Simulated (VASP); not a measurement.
A run of VASP 6.6.1 is set up as follows.

INCAR

```
SYSTEM = H2CNO
  ALGO = Fast
  EDIFF = 1E-7
  ENCUT = 520
  GGA = PE
  ISIF = 2
  ISMEAR = 0
  IVDW = 12
  LASPH = .TRUE.
  LCHARG = .FALSE.
  LREAL = Auto
  LWAVE = .FALSE.
  NBANDS = 50
  NELM = 100
  PREC = Accurate
  SIGMA = 0.1
```

File KPOINTS:

```
k-points
0
G
  6 4 2
  0 0 0
```

File POSCAR:

```
H2CNO
1.0
    3.4927000000      0.0000000000      0.0000000000
    0.0000000000      6.1946000000      0.0000000000
   -3.3809840745      0.0000000000      8.2889836945
H C N O
8 4 4 4
Direct
    0.7176000000      0.8357000000      0.9056000000
    0.2824000000      0.3357000000      0.5944000000
    0.2824000000      0.1643000000      0.0944000000
    0.7176000000      0.6643000000      0.4056000000
    0.9871000000      0.6280000000      0.1298000000
    0.0129000000      0.1280000000      0.3702000000
    0.0129000000      0.3720000000      0.8702000000
    0.9871000000      0.8720000000      0.6298000000
    0.1072100000      0.7819800000      0.1386000000
    0.8927900000      0.2819800000      0.3614000000
    0.8927900000      0.2180200000      0.8614000000
    0.1072100000      0.7180200000      0.6386000000
    0.9352500000      0.8954500000      0.0032300000
    0.0647500000      0.3954500000      0.4967700000
    0.0647500000      0.1045500000      0.9967700000
    0.9352500000      0.6045500000      0.5032300000
    0.3806200000      0.8538800000      0.2619800000
    0.6193800000      0.3538800000      0.2380200000
    0.6193800000      0.1461200000      0.7380200000
    0.3806200000      0.6461200000      0.7619800000
```

Potentials or basis: VASP PAW PBE potentials, release 64 (H, C, N, O).

The run is started by

```bash
$ cat potpaw_PBE.64/H/POTCAR potpaw_PBE.64/C/POTCAR potpaw_PBE.64/N/POTCAR potpaw_PBE.64/O/POTCAR > POTCAR
$ mpirun -np 1 vasp_std > vasp.out
```

(1) Estimate the band gap on the k mesh.

(2) Predict the dispersion energy per atom.

Answers

(1) 3.66 eV, direct.

(2) -0.072 eV.

Caveat: the standard files for N, O and F lose accuracy on very short bonds; forces of over 1 eV/Å show positions far from the minimum, so gaps and moduli don't describe the material at rest.
